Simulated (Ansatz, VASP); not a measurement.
One calculation of Si2Ni, two programs

```
Ni Si
1.0
     0.00000    2.70300    2.70300
     2.70300    0.00000    2.70300
     2.70300    2.70300    0.00000
Ni Si
1 2
Direct
  0.00000 0.00000 0.00000
  0.75000 0.75000 0.75000
  0.25000 0.25000 0.25000
```

Alike in both runs: task relaxation of cell and atoms; functional PBEsol; dispersion D4; k mesh 9 × 9 × 9; occupations fermi-dirac, width 0.05 eV; collinear spin.

|  | VASP | Ansatz |
| --- | --- | --- |
| version | VASP 6.6.1 | Ansatz 0.2.0 |
| potentials or method | VASP PAW PBE potentials, release 64 (Ni, Si), cutoff 600 eV | all-electron LAPW, scalar-relativistic |

|  | VASP | Ansatz | Ansatz less VASP |
| --- | --- | --- | --- |
| net moment per atom (μB) | 0.00 | 0.00 | 0.000 |
| relaxed volume (Å³/atom) | 12.85 | 12.84 | -0.006 |
| relaxed cell length with the largest relative difference (Å) | 3.792 | 3.791 | -0.0006 |
| energy change over the relaxation (meV/atom) | -4 | -4 | -0.3 |

Ansatz ran all-electron here, so the differences hold the error of VASP's frozen core and of both bases.

Caveats: the PAW data sets were made with another functional, which shifts forces and pressure a little (VASP); pairwise dispersion overbinds metals, which lowers pressure and volume (VASP); the starting moments weren't kept (Ansatz).
